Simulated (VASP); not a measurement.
# ZrS (Fm-3m) in VASP: a series of runs

One crystal, ZrS, is run at these levels: PBEsol; tasks: single point.

Everything below comes from runs of VASP 6.6.1. Logs are shortened: lines on timing, memory, paths and dates and some standing lists are left out, and cuts for length are marked.

## 1. The structure

The structure is cubic, space group Fm-3m (No. 225). Conventional cell: a = 5.250 Å, b = 5.250 Å, c = 5.250 Å, α = 90.00°, β = 90.00°, γ = 90.00°. Around Zr (site symmetry m-3m) lie 6 S at 2.62 Å. Around S (site symmetry m-3m) lie 6 Zr at 2.62 Å.

## 2. Single point, PBEsol

The input, INCAR:

```
PREC     = Accurate       # precision mode
ENCUT    = 520            # plane-wave cutoff, eV
EDIFF    = 1E-7           # SCF threshold, eV
ISMEAR   = -1             # smearing method
SIGMA    = 0.1            # smearing width, eV
LREAL    = False          # projectors in reciprocal space
LASPH    = True           # aspherical terms in the spheres
NELM     = 100            # most SCF steps
ALGO     = Normal         # electronic algorithm
ISIF     = 2              # what is computed and relaxed
LWAVE    = False          # write WAVECAR
LCHARG   = False          # write CHGCAR
GGA      = PS             # functional
NBANDS   = 16             # bands
```

The input, KPOINTS:

```
Automatic mesh
0
Gamma
  7 7 7
```

The input, POSCAR:

```
ZrS
1.0
    0.0000000000      2.6250000000      2.6250000000
    2.6250000000      0.0000000000      2.6250000000
    2.6250000000      2.6250000000      0.0000000000
Zr S
1 1
Direct
    0.0000000000      0.0000000000      0.0000000000
    0.5000000000      0.5000000000      0.5000000000
```

Potentials or basis: VASP PAW PBE potentials, release 64 (Zr_sv, S).

Run with:

```bash
> cat potpaw_PBE.64/Zr_sv/POTCAR potpaw_PBE.64/S/POTCAR > POTCAR
> mpirun -np 1 vasp_std > vasp.out
```

OUTCAR:

```text
PREC = Accurate
   ENCUT = 520
   EDIFF = 1E-7
   ISMEAR = -1
   LREAL = False
   LASPH = True
   NELM = 100
   ISIF = 2
   GGA = PS

 ion  position               nearest neighbor table
   1  0.000  0.000  0.000-   2 2.62   2 2.62   2 2.62   2 2.62   2 2.62   2 2.62
   2  0.500  0.500  0.500-   1 2.62   1 2.62   1 2.62   1 2.62   1 2.62   1 2.62

  LATTYP: Found a face centered cubic cell.
 ALAT       =     5.2500000000

  Lattice vectors:

 A1 = (   0.0000000000,   2.6250000000,   2.6250000000)
 A2 = (   2.6250000000,   0.0000000000,   2.6250000000)
 A3 = (   2.6250000000,   2.6250000000,   0.0000000000)

Analysis of symmetry for initial positions (statically):
=====================================================================
 Subroutine PRICEL returns:
 Original cell was already a primitive cell.

 Routine SETGRP: Setting up the symmetry group for a
 face centered cubic supercell.

 Subroutine GETGRP returns: Found 48 space group operations
 (whereof 48 operations were pure point group operations)
 out of a pool of 48 trial point group operations.

The static configuration has the point symmetry O_h .

Analysis of symmetry for dynamics (positions and initial velocities):
=====================================================================
 Subroutine PRICEL returns:
 Original cell was already a primitive cell.

 Routine SETGRP: Setting up the symmetry group for a
 face centered cubic supercell.

 Subroutine GETGRP returns: Found 48 space group operations
 (whereof 48 operations were pure point group operations)
 out of a pool of 48 trial point group operations.

The dynamic configuration has the point symmetry O_h .

 Subroutine INISYM returns: Found 48 space group operations
 (whereof 48 operations are pure point group operations),
 and found     1 'primitive' translations

----------------------------------------------------------------------------------------

                                     Primitive cell

  volume of cell :      36.1758

  direct lattice vectors                    reciprocal lattice vectors
     0.000000000  2.625000000  2.625000000    -0.190476190  0.190476190  0.190476190
     2.625000000  0.000000000  2.625000000     0.190476190 -0.190476190  0.190476190
     2.625000000  2.625000000  0.000000000     0.190476190  0.190476190 -0.190476190

  length of vectors
     3.712310601  3.712310601  3.712310601     0.329914440  0.329914440  0.329914440

  position of ions in fractional coordinates (direct lattice)
     0.000000000  0.000000000  0.000000000
     0.500000000  0.500000000  0.500000000

  ion indices of the primitive-cell ions
   primitive index   ion index
                 1           1
                 2           2

----------------------------------------------------------------------------------------

 KPOINTS: Automatic mesh

Automatic generation of k-mesh.
 Grid dimensions read from file:
 generate k-points for:    7    7    7

 Generating k-lattice:

  Cartesian coordinates                     Fractional coordinates (reciprocal lattice)
    -0.027210884  0.027210884  0.027210884     0.142857143  0.000000000  0.000000000
     0.027210884 -0.027210884  0.027210884     0.000000000  0.142857143  0.000000000
     0.027210884  0.027210884 -0.027210884     0.000000000  0.000000000  0.142857143

  Length of vectors
     0.047130634  0.047130634  0.047130634

  Shift w.r.t. Gamma in fractional coordinates (k-lattice)
     0.000000000  0.000000000  0.000000000

 Subroutine IBZKPT returns following result:
 ===========================================

 Found     20 irreducible k-points:

 Following reciprocal coordinates:
            Coordinates               Weight
  0.000000  0.000000  0.000000      1.000000
  0.142857  0.000000  0.000000      8.000000
  0.285714  0.000000  0.000000      8.000000
  0.428571  0.000000  0.000000      8.000000
  0.142857  0.142857  0.000000      6.000000
  0.285714  0.142857  0.000000     24.000000
[... 12 lines left out ...]
 -0.428571  0.428571  0.142857     24.000000
 -0.285714  0.428571  0.142857     24.000000
   k-points           NKPTS =     20   k-points in BZ     NKDIM =     20   number of bands    NBANDS=     16
   number of dos      NEDOS =    301   number of ions     NIONS =      2
   total plane-waves  NPLWV =  21952
   dimension x,y,z NGX =    28 NGY =   28 NGZ =   28
   dimension x,y,z NGXF=    56 NGYF=   56 NGZF=   56
   ions per type =               1   1
   NGX,Y,Z   is equivalent  to a cutoff of  12.54, 12.54, 12.54 a.u.
   NGXF,Y,Z  is equivalent  to a cutoff of  25.08, 25.08, 25.08 a.u.
 SYSTEM =  unknown system
   PREC   = accura    normal or accurate (medium, high low for compatibility)
   ISTART =      0    job   : 0-new  1-cont  2-samecut
   ICHARG =      2    charge: 1-file 2-atom 10-const
   ISPIN  =      1    spin polarized calculation?
   LNONCOLLINEAR =      F non collinear calculations
   LSORBIT =      F    spin-orbit coupling
   LASPH  =      T    aspherical Exc in radial PAW
   ENCUT  =  520.0 eV  38.22 Ry    6.18 a.u.   6.90  6.90  6.90*2*pi/ulx,y,z
   NELM   =    100;   NELMIN=  2; NELMDL= -5     # of ELM steps
   EDIFF  = 0.1E-06   stopping-criterion for ELM
   LREAL  =      F    real-space projection
   EDIFFG = 0.1E-05   stopping-criterion for IOM
   NSW    =      0    number of steps for IOM
   IBRION =     -1    ionic relax: 0-MD 1-quasi-New 2-CG
   NFREE  =      0    steps in history (QN), initial steepest desc. (CG)
   ISIF   =      2    stress and relaxation
   ISYM   =      2    0-nonsym 1-usesym 2-fastsym
   POTIM  = 0.5000    time-step for ionic-motion
   TEBEG  =    0.0;   TEEND  =   0.0 temperature during run
   PSTRESS=    0.0 pullay stress
   NELECT =      18.0000    total number of electrons
   NUPDOWN=      -1.0000    fix difference up-down
   EMIN   =  10.00;   EMAX   =-10.00  energy-range for DOS
   EFERMI =   0.00;   METHOD = LEGACY
   ISMEAR =    -1;   SIGMA  =   0.10  broadening in eV -4-tet -1-fermi 0-gaus
   EFERMI_NEDOS =   21; number of points for ismear=-14 and -15
   IALGO  =     38    algorithm
   IMIX   =      4    mixing-type and parameters
     AMIX     =   0.40;   BMIX     =  1.00
     AMIX_MAG =   1.60;   BMIX_MAG =  1.00
  volume/ion in A,a.u.               =      18.09       122.06
  Fermi-wavevector in a.u.,A,eV,Ry     =   1.297258  2.451462 22.896950  1.682878
  Thomas-Fermi vector in A             =   2.428662
   LORBIT       =      0    0 simple, 1 ext, 2 COOP (PROOUT), +10 PAW based schemes
   GGA     = PS    functional components
   LHFCALC =     F    Hartree Fock is set to
   AEXX    =    0.0000 exact exchange contribution
   IVDW    =     0    specifies the selected vdW correction
   LEPSILON=     F    determine dielectric tensor
   LRPA    =     F    only Hartree local field effects (RPA)
 non-spin polarized calculation
  energy-cutoff  :      520.00
  volume of cell :       36.18
 maximum number of plane-waves:       990
   NGX = 13   NGY = 13   NGZ = 13

 number of electron      18.0000000 magnetization

 Free energy of the ion-electron system (eV)
  ---------------------------------------------------
  ext. energy  EPLUGINS =         0.00000000
  ---------------------------------------------------
  free energy    TOTEN  =       -16.51027851 eV

  energy without entropy =      -16.46801537  energy(sigma->0) =      -16.48914694

 E-fermi :  10.5522     XC(G=0): -11.4619

 val. band max:       10.4126023434   @ k =   0.1429   0.1429   0.0000
 cond. band min:      10.5856484441   @ k =   0.2857   0.2857   0.0000
 fundamental gap:      0.1730461007
 Fermi energy:        10.5521579754

 k-point     1 :       0.0000    0.0000    0.0000
  band No.  band energies     occupation
      1     -39.3083      2.00000
      2     -17.3016      2.00000
      3     -17.3016      2.00000
      4     -17.3016      2.00000
      5      -5.2066      2.00000
      6       7.0987      2.00000
[... 8 lines left out ...]
     15      17.7257      0.00000
     16      22.9543      0.00000

 k-point     2 :       0.1429    0.0000    0.0000
  band No.  band energies     occupation
      1     -39.3033      2.00000
      2     -17.3697      2.00000
      3     -17.3074      2.00000
      4     -17.3074      2.00000
      5      -4.9546      2.00000
      6       5.8293      2.00000
[... 8 lines left out ...]
     15      18.4647      0.00000
     16      21.5816      0.00000

 k-point     3 :       0.2857    0.0000    0.0000
  band No.  band energies     occupation
      1     -39.2923      2.00000
      2     -17.5180      2.00000
      3     -17.3206      2.00000
      4     -17.3206      2.00000
      5      -4.3326      2.00000
      6       3.9815      2.00000
[... 8 lines left out ...]
     15      18.5963      0.00000
     16      19.4219      0.00000

 k-point     4 :       0.4286    0.0000    0.0000
  band No.  band energies     occupation
      1     -39.2834      2.00000
      2     -17.6327      2.00000
      3     -17.3311      2.00000
      4     -17.3311      2.00000
      5      -3.7447      2.00000
      6       2.7567      2.00000
[... 8 lines left out ...]
     15      17.1101      0.00000
     16      17.1101      0.00000

 k-point     5 :       0.1429    0.1429    0.0000
  band No.  band energies     occupation
      1     -39.3017      2.00000
      2     -17.3649      2.00000
      3     -17.3220      2.00000
      4     -17.3220      2.00000
      5      -4.8988      2.00000
      6       5.1843      2.00000
[... 8 lines left out ...]
     15      18.7945      0.00000
     16      21.1430      0.00000

 k-point     6 :       0.2857    0.1429    0.0000
  band No.  band energies     occupation
      1     -39.2928      2.00000
      2     -17.4716      2.00000
      3     -17.3406      2.00000
      4     -17.3349      2.00000
      5      -4.4771      2.00000
      6       4.1351      2.00000
[... 8 lines left out ...]
     15      18.7113      0.00000
     16      19.5740      0.00000

 k-point     7 :       0.4286    0.1429    0.0000
  band No.  band energies     occupation
      1     -39.2832      2.00000
      2     -17.5860      2.00000
      3     -17.3566      2.00000
      4     -17.3492      2.00000
      5      -3.9576      2.00000
      6       3.2568      2.00000
[... 8 lines left out ...]
     15      17.1780      0.00000
     16      18.1001      0.00000

 k-point     8 :      -0.4286    0.1429    0.0000
  band No.  band energies     occupation
      1     -39.2802      2.00000
      2     -17.6199      2.00000
      3     -17.3754      2.00000
      4     -17.3414      2.00000
      5      -3.7534      2.00000
      6       2.9122      2.00000
[... 8 lines left out ...]
     15      17.4648      0.00000
     16      17.7654      0.00000

 k-point     9 :      -0.2857    0.1429    0.0000
  band No.  band energies     occupation
      1     -39.2861      2.00000
      2     -17.5533      2.00000
      3     -17.3739      2.00000
      4     -17.3231      2.00000
      5      -4.0700      2.00000
      6       3.4556      2.00000
[... 8 lines left out ...]
     15      18.2700      0.00000
     16      18.8453      0.00000
[... 96 lines left out ...]
 k-point    15 :       0.4286    0.4286    0.0000
  band No.  band energies     occupation
      1     -39.2756      2.00000
      2     -17.5638      2.00000
      3     -17.4047      2.00000
      4     -17.4047      2.00000
      5      -4.3401      2.00000
      6       4.1903      2.00000
[... 8 lines left out ...]
     15      19.0497      0.00000
     16      21.0411      0.00000

 k-point    16 :      -0.4286    0.4286    0.0000
  band No.  band energies     occupation
      1     -39.2739      2.00000
      2     -17.5579      2.00000
      3     -17.4408      2.00000
      4     -17.4004      2.00000
      5      -4.2465      2.00000
      6       4.3899      2.00000
[... 8 lines left out ...]
     15      18.4282      0.00000
     16      20.5541      0.00000

 k-point    17 :       0.4286    0.2857    0.1429
  band No.  band energies     occupation
      1     -39.2846      2.00000
      2     -17.5257      2.00000
      3     -17.3950      2.00000
      4     -17.3455      2.00000
      5      -4.1789      2.00000
      6       3.6662      2.00000
[... 8 lines left out ...]
     15      17.4394      0.00000
     16      18.6251      0.00000

 k-point    18 :      -0.4286    0.2857    0.1429
  band No.  band energies     occupation
      1     -39.2780      2.00000
      2     -17.5674      2.00000
      3     -17.4276      2.00000
      4     -17.3657      2.00000
      5      -3.9339      2.00000
      6       3.4952      2.00000
[... 8 lines left out ...]
     15      17.5878      0.00000
     16      18.3545      0.00000

 k-point    19 :      -0.4286    0.4286    0.1429
  band No.  band energies     occupation
      1     -39.2752      2.00000
      2     -17.5456      2.00000
      3     -17.4353      2.00000
      4     -17.4071      2.00000
      5      -4.1517      2.00000
      6       4.1787      2.00000
[... 8 lines left out ...]
     15      18.0217      0.00000
     16      19.6268      0.00000

 k-point    20 :      -0.2857    0.4286    0.1429
  band No.  band energies     occupation
      1     -39.2744      2.00000
      2     -17.5036      2.00000
      3     -17.5001      2.00000
      4     -17.4001      2.00000
      5      -4.0256      2.00000
      6       4.1788      2.00000
[... 8 lines left out ...]
     15      18.2386      0.00000
     16      18.6122      0.00000

------------------------ aborting loop because EDIFF is reached ----------------------------------------

  FORCE on cell =-STRESS in cart. coord.  units (eV):
  Direction    XX          YY          ZZ          XY          YZ          ZX
  --------------------------------------------------------------------------------------
  -------------------------------------------------------------------------------------
  Total       -1.3859657     -1.3859657     -1.3859657      0.0000000      0.0000000      0.0000000
  in kB      -61.3825833    -61.3825833    -61.3825833      0.0000000      0.0000000      0.0000000
  external PRESSURE =     -61.3825833 kB  Pullay stress =       0.0000000 kB

 VOLUME and BASIS-vectors are now :
 -----------------------------------------------------------------------------
  energy-cutoff  :      520.00
  volume of cell :       36.18
      direct lattice vectors                 reciprocal lattice vectors
     0.000000000  2.625000000  2.625000000    -0.190476190  0.190476190  0.190476190
     2.625000000  0.000000000  2.625000000     0.190476190 -0.190476190  0.190476190
     2.625000000  2.625000000  0.000000000     0.190476190  0.190476190 -0.190476190

 POSITION                                       TOTAL-FORCE (eV/Angst)
 -----------------------------------------------------------------------------------
      0.00000      0.00000      0.00000        -0.000000     -0.000000      0.000000
      2.62500      2.62500      2.62500         0.000000      0.000000     -0.000000
 -----------------------------------------------------------------------------------
    total drift:                                0.000000      0.000000      0.000000

  FREE ENERGIE OF THE ION-ELECTRON SYSTEM (eV)
  ---------------------------------------------------
  free  energy   TOTEN  =       -16.5102785141 eV

  energy  without entropy=      -16.4680153663  energy(sigma->0) =      -16.48914694
```

Run time: 9.2 s. Hardware: 1 thread of Intel Xeon Platinum 8488C (Sapphire Rapids), shared host; peak memory 0.15 GiB.

Results:

| Property | Result |
| --- | --- |
| Free energy | -16.5103 eV |
| Pressure | -6.1 GPa |
| Band gap on the k mesh | none (metal or under the smearing width) |

Levels at points of the mesh, in eV from the Fermi level:
| k point | band 6 | band 7 | band 8 | band 9 | band 10 | band 11 | band 12 | band 13 |
| --- | --- | --- | --- | --- | --- | --- | --- | --- |
| (0.00, 0.00, 0.00) | -3.45 | -3.45 | -3.45 | -1.32 | -1.32 | -1.32 | -0.64 | -0.64 |

Caveat: the PAW data sets were made with another functional, which shifts forces and pressure a little.

## 3. Single point, PBEsol

The input, INCAR:

```
ALGO = Normal ; EDIFF = 1E-6
ENCUT = 520 ; GGA = PS
ISIF = 2 ; ISMEAR = -1
LASPH = True ; LCHARG = False
LREAL = False ; LWAVE = False
NBANDS = 16 ; NELM = 100
PREC = Accurate ; SIGMA = 0.1
```

The input, KPOINTS:

```
k-points
0
Gamma
  7 7 7
```

POSCAR is that of step 2.

Potentials or basis: VASP PAW PBE potentials, release 64 (Zr_sv, S).

Run with:

```bash
> cat potpaw_PBE.64/Zr_sv/POTCAR potpaw_PBE.64/S/POTCAR > POTCAR
> mpirun -np 1 vasp_std > vasp.out
```

OUTCAR:

```text
EDIFF = 1E-6
   ENCUT = 520
   GGA = PS
   ISIF = 2
   ISMEAR = -1
   LASPH = True
   LREAL = False
   NELM = 100
   PREC = Accurate

 ion  position               nearest neighbor table
   1  0.000  0.000  0.000-   2 2.62   2 2.62   2 2.62   2 2.62   2 2.62   2 2.62
   2  0.500  0.500  0.500-   1 2.62   1 2.62   1 2.62   1 2.62   1 2.62   1 2.62

  LATTYP: Found a face centered cubic cell.
 ALAT       =     5.2500000000

  Lattice vectors:

[... 559 lines left out ...]

------------------------ aborting loop because EDIFF is reached ----------------------------------------

  FORCE on cell =-STRESS in cart. coord.  units (eV):
  Direction    XX          YY          ZZ          XY          YZ          ZX
  --------------------------------------------------------------------------------------
  -------------------------------------------------------------------------------------
  Total       -1.3801681     -1.3801681     -1.3801681      0.0000000     -0.0000000      0.0000000
  in kB      -61.1258128    -61.1258128    -61.1258128      0.0000000     -0.0000000      0.0000000
  external PRESSURE =     -61.1258128 kB  Pullay stress =       0.0000000 kB

 VOLUME and BASIS-vectors are now :
 -----------------------------------------------------------------------------
  energy-cutoff  :      520.00
  volume of cell :       36.18
      direct lattice vectors                 reciprocal lattice vectors
     0.000000000  2.625000000  2.625000000    -0.190476190  0.190476190  0.190476190
     2.625000000  0.000000000  2.625000000     0.190476190 -0.190476190  0.190476190
     2.625000000  2.625000000  0.000000000     0.190476190  0.190476190 -0.190476190

 POSITION                                       TOTAL-FORCE (eV/Angst)
 -----------------------------------------------------------------------------------
      0.00000      0.00000      0.00000         0.000000     -0.000000      0.000000
      2.62500      2.62500      2.62500        -0.000000      0.000000     -0.000000
 -----------------------------------------------------------------------------------
    total drift:                                0.000000      0.000000      0.000000

  FREE ENERGIE OF THE ION-ELECTRON SYSTEM (eV)
  ---------------------------------------------------
  free  energy   TOTEN  =       -16.5102784930 eV

  energy  without entropy=      -16.4680087004  energy(sigma->0) =      -16.48914360
```

stdout:

```text
POSCAR found type information on POSCAR ZrS
 POSCAR found :  2 types and       2 ions
 scaLAPACK will be used
 -----------------------------------------------------------------------------
|                                                                             |
|                                                                             |
|     You enforced a specific xc type in the INCAR file but a different       |
|     I HOPE YOU KNOW WHAT YOU ARE DOING!                                     |
|                                                                             |
 -----------------------------------------------------------------------------

 LDA part: xc-table for (Slater+PW92), standard interpolation
 POSCAR, INCAR and KPOINTS ok, starting setup
 FFT: planning ... GRIDC
 FFT: planning ... GRID_SOFT
 FFT: planning ... GRID
 WAVECAR not read
 entering main loop
```

Run time: 7.8 s. Hardware: 1 thread of Intel Xeon Platinum 8488C (Sapphire Rapids), shared host; peak memory 0.15 GiB.

Results:

```yaml
Free_energy: -16.5103 eV
Pressure: -6.1 GPa
Band_gap_on_the_k_mesh: none (metal or under the smearing width)
```

Levels at points of the mesh, in eV from the Fermi level:
```tsv
k point	band 5	band 6	band 7	band 8	band 9	band 10	band 11	band 12	band 13	band 14
(0.00, 0.00, 0.00)	-15.76	-3.45	-3.45	-3.45	-1.32	-1.32	-1.32	-0.64	-0.64	1.85
```

Caveat: the PAW data sets were made with another functional, which shifts forces and pressure a little.
